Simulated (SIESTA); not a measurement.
Crystal: C.

```
CELL_PARAMETERS angstrom
2.52210 0.00000 0.00000
-1.26105 2.18420 0.00000
0.00000 0.00000 8.23710
ATOMIC_POSITIONS crystal
C 0.66667 0.33333 0.84375
C 0.33333 0.66667 0.34375
C 0.66667 0.33333 0.65625
C 0.33333 0.66667 0.15625
C 0.00000 0.00000 0.90625
C 0.00000 0.00000 0.40625
C 0.00000 0.00000 0.59375
C 0.00000 0.00000 0.09375
```

This is a hexagonal form of diamond, not graphite.

Base run:

| Item | Value |
| --- | --- |
| Program | SIESTA 5.4.2 |
| Functional | PBE |
| Potentials or basis | PseudoDojo 0.4 standard (PBE files) |
| Basis | TZDP (energy shift 0.01 Ry) |
| Grid cutoff | 500 Ry |
| Energy shift | 0.01 Ry |
| k mesh | 12 × 12 × 4 |
| Occupations | fermi-dirac, width 0.05 eV |
| Spin | no spin polarisation |

Its results: band gap on the k mesh 4.65 eV, indirect (least direct gap 5.23 eV); pressure 11.3 GPa; largest force 0.306 eV/Å.

After a change of settings the same cell gave: band gap on the k mesh 5.43 eV, direct; pressure 12.9 GPa; largest force 0.384 eV/Å. Which change was it?
A. basis from TZDP (energy shift 0.01 Ry) to DZP (energy shift 0.003 Ry); energy shift from 0.01 Ry to 0.003 Ry
B. basis from TZDP (energy shift 0.01 Ry) to DZ (energy shift 0.005 Ry); energy shift from 0.01 Ry to 0.005 Ry
C. basis from TZDP (energy shift 0.01 Ry) to TZDP (energy shift 0.002 Ry); energy shift from 0.01 Ry to 0.002 Ry
D. basis from TZDP (energy shift 0.01 Ry) to TZ (energy shift 0.002 Ry); energy shift from 0.01 Ry to 0.002 Ry

B.

Caveats: the basis of atomic orbitals isn't converged, which shifts pressures, moduli and gaps; the basis has no polarisation orbitals (some runs).

Not every run made on this cell is shown here.
